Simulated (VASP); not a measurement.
Crystal: MoSe2.

```
Mo Se
1.0
     3.28800    0.00000    0.00000
    -1.64400    2.84749    0.00000
     0.00000    0.00000   12.90000
Mo Se
2 4
Direct
  0.33333 0.66667 0.25000
  0.66667 0.33333 0.75000
  0.33333 0.66667 0.62500
  0.66667 0.33333 0.12500
  0.33333 0.66667 0.87500
  0.66667 0.33333 0.37500
```

- Program: VASP 6.6.1
- Task: relaxation of cell and atoms
- Functional: PBE
- Dispersion: D3(BJ)
- Potentials or basis: VASP PAW PBE potentials, release 64 (Mo_sv, Se)
- Cutoff: 600 eV
- k mesh: 9 × 9 × 2
- Occupations: gaussian, width 0.03 eV
- Spin: no spin polarisation

At the start: pressure 4.5 GPa; volume 20.13 Å³/atom.

Q: How do energy, volume and symmetry change on relaxing?

A: Over 14 steps the energy falls by 24.1 meV/atom and the volume is 19.74 Å³/atom (-1.9 %); space group P6_3/mmc (No. 194, to 0.05 Å).

The path:
```csv
step,energy change (eV),largest force (eV/Å),pressure (GPa),volume (Å³)
1,0.0000,1.1441,4.52,120.78
2,0.2308,1.2853,-9.26,130.92
3,-0.1073,0.1481,-1.23,124.27
4,-0.1075,0.1809,-1.04,124.14
5,-0.1225,0.1168,-0.28,122.48
6,-0.1232,0.0997,-0.06,122.02
7,-0.1275,0.0908,-0.06,121.61
8,-0.1379,0.0632,-0.04,120.35
9,-0.1435,0.0013,0.20,117.83
10,-0.1443,0.0241,0.12,118.56
11,-0.1444,0.0212,0.12,118.46
12,-0.1443,0.0191,0.13,118.39
13,-0.1425,0.1161,-0.76,118.94
14,-0.1444,0.0004,0.01,118.46
```

Final structure:
```xyz
6
Lattice="3.2787 0.0000 0.0000 -1.6393 2.8394 0.0000 0.0000 0.0000 12.7250" Properties=species:S:1:pos:R:3 pbc="T T T"
Mo    0.0000    1.8929    3.1813
Mo    1.6393    0.9465    9.5438
Se    0.0000    1.8929    7.8683
Se    1.6393    0.9465    1.5058
Se    0.0000    1.8929   11.2192
Se    1.6393    0.9465    4.8567
```
